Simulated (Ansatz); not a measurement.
Relaxed ZrO2 (tetragonal-ZrO2 type, space group P4_2/nmc):

```xyz
6
Lattice="3.6210 0.0000 0.0000 0.0000 3.6210 0.0000 0.0000 0.0000 5.2828" Properties=species:S:1:pos:R:3 pbc="T T T"
Zr     0.0000     0.0000     0.0000
Zr     1.8105     1.8105     2.6414
O      0.0000     1.8105     1.0184
O      0.0000     1.8105     3.6598
O      1.8105     0.0000     1.6230
O      1.8105     0.0000     4.2644
```

In this cell atom 6 (O, nearest neighbour Zr at 2.077 Å; its periodic images, 3.6 Å or more away, move with it) is moved by s towards the nearest neighbour, unit vector (-0.872, 0.000, 0.490); all other atoms and the cell stay fixed.

Calculation: PBE (plane waves to 420 eV, PAW, scalar-relativistic; Ansatz, a program for electronic structure). k mesh 7×7×5 (Γ-centred), Fermi-Dirac smearing 0.05 eV. Energies are smeared free energies. Stress and pressure are positive under compression. Left out: 2 of 11 points, with atoms too close for the PAW data. F∥ is the force on the atom along that direction. F⊥ is the part of the force across the line. This is a high-temperature form of ZrO2. ZrO2 is run without spin polarisation. ZrO2 was relaxed with its symmetry unable to fall. ΔE is measured from the undisplaced structure.

```csv
s (Å),ΔE (meV/cell),|F⊥| (eV/Å),P (GPa),F∥ (eV/Å)
-0.420,985,1.481,4.5,4.116
-0.336,663,1.043,2.8,3.538
-0.252,393,0.672,1.3,2.865
-0.168,185,0.375,0.3,2.074
-0.084,49,0.152,-0.2,1.134
0.000,0,0.000,0.0,0.000
0.084,56,0.090,1.0,-1.397
0.168,245,0.132,2.9,-3.166
0.252,604,0.143,6.0,-5.484
```

Summary:

* **Energy at s = 0.252 Å**: 604 meV/cell
* **Force along the line at s = -0.420 Å**: 4.12 eV/Å
* **Symmetry of the curve**: not even: the positive side lies higher at ±0.252 Å
* **Shape of the curve**: a single well with its minimum at or next to zero displacement
* **Force constant k = d²E/ds² at s = 0 (finite differences)**: 14.9 eV/Å²
* **Harmonic estimate at the end of the scan**: ½ks² = 473 meV/cell against the computed 604 meV/cell, so the well is stiffer than harmonic there

(For displaced atoms, the force is minus the slope of the energy, and its curvature is a force constant, which sets phonon frequencies.)
